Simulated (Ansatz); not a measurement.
**ZrS₂: all-electron results**

```
Zr S
1.0
     3.68520    0.00000    0.00000
    -1.84260    3.19148    0.00000
     0.00000    0.00000    6.75584
Zr S
1 2
Cartesian
  0.0000 0.0000 0.0000
  0.0000 2.1277 1.4484
  1.8426 1.0638 5.3075
```

Atoms are numbered in the order listed.

The structure comes from a relaxation in the same program, started in the CdI2 type, and has space group P-3m1. Whether it is a known phase or the ground state wasn't checked.

All numbers are computed: DFT, PBE, all-electron LAPW, scalar-relativistic (Ansatz 0.2.0); DFT, PBE, PAW with Ansatz's default frozen-core files, scalar-relativistic (Ansatz 0.2.0); DFT, PBE, all-electron PAW with datasets made for the crystal, scalar-relativistic (Ansatz 0.2.0).

For LAPW: a Γ-centred 12×12×7 k mesh, Fermi–Dirac smearing of 0.05 eV, basis error target 1 meV/atom, no spin polarisation. PAW takes a cutoff of 420 eV at this cell. The crystal-made all-electron datasets (AE datasets) take a cutoff of 240 eV at this cell. The Ansatz runs share mesh, smearing and spin set-up. Values come from LAPW unless marked.

No spin–orbit coupling: at heavy atoms the gradients can be off by tens of per cent for that reason.

```json
{
 "Band gap": "1.14 eV, indirect from Γ to L (0.5, 0, 0.5)",
 "Smallest direct gap on the path": "1.69 eV",
 "Löwdin charges (with 0.13 e of the cell spilling out of the atomic basis, so their sizes and signs hang on that basis)": "Zr1 0.86, S2 -0.36 e",
 "Bader charges (from the PAW run)": "Zr1 +2.09, S2 -1.04 e",
 "Field gradients Vzz (crystal-made datasets)": "Zr1 -0.68 (η = 0.00), S2 -0.33 (η = 0.00) in 10²¹ V/m²",
 "Volume per atom": "178.7 bohr³",
 "Pressure at this cell": "0.02 GPa"
}
```
